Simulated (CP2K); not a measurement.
Runs of CP2K 2026.2 on SnSe2. It takes space group P-3m1 (No. 164, trigonal). Conventional cell: a = 3.811 Å, b = 3.811 Å, c = 6.136 Å, α = 90.00°, β = 90.00°, γ = 120.00°. Sn (site symmetry -3m) has 6 Se at 2.68 Å as nearest neighbours. Se (site symmetry 3m) is surrounded by 3 Sn at 2.68 Å. 

```tsv
level	potentials or basis	smearing	EPS_DEFAULT	NGRIDS	points a segment of the path (NPOINTS)	bands added on the path	CUTOFF of the grids	gap on the mesh (eV)	pressure (GPa)	largest force (eV/Å)
TB-mBJ	POTENTIAL_UZH Sn GTH-PBE-q4, Se GTH-PBE-q6; TZVP-MOLOPT-PBE-GTH basis	fermi-dirac 0.1 eV	1.0E-10	4	6	6	675 Ry	1.09	-	-
LDA	GTH_POTENTIALS Sn GTH-PADE-q4, Se GTH-PADE-q6; TZVP-MOLOPT-PBE-GTH basis	fermi-dirac 0.0259 eV	1.0E-9	5	10	2	450 Ry	0.63	(a)	(c)
PBEsol	POTENTIAL_UZH Sn GTH-PBE-q4, Se GTH-PBE-q6; TZVP-MOLOPT-PBE-GTH basis	fermi-dirac 0.1 eV	1.0E-10	4	6	6	450 Ry	0.68	(b)	1.08
r2SCAN	POTENTIAL_UZH Sn GTH-SCAN-q4, Se GTH-SCAN-q6; TZVP-MOLOPT-SCAN-GTH basis	fermi-dirac 0.0259 eV	1.0E-9	5	6	2	675 Ry	0.97	-0.3	-
```

Alike in all rows: task band structure; no spin polarisation; cell as given; k mesh 8 × 8 × 5.

Problem. Fill in the values left out.

Solution. (a) 0.7; (b) 5.7; (c) 0.44.

Caveats: spin-orbit coupling is left out, which moves the levels of the heavy elements; the basis of atomic orbitals isn't converged, which shifts pressures, moduli and gaps; the potentials were made for another functional, which shifts forces and pressure (some runs); the mesh misses the band edges, which the band path finds closer together (some runs); this is a model potential without an energy functional, so only levels have meaning (some runs); this functional lacks dispersion, which binds the layers, so the pressure and a relaxed spacing across them are unreliable (some runs).

A k mesh can miss the band edges, and the runs leave out spin-orbit coupling on Se, Sn.

Runs at the PBE level aren't shown here.
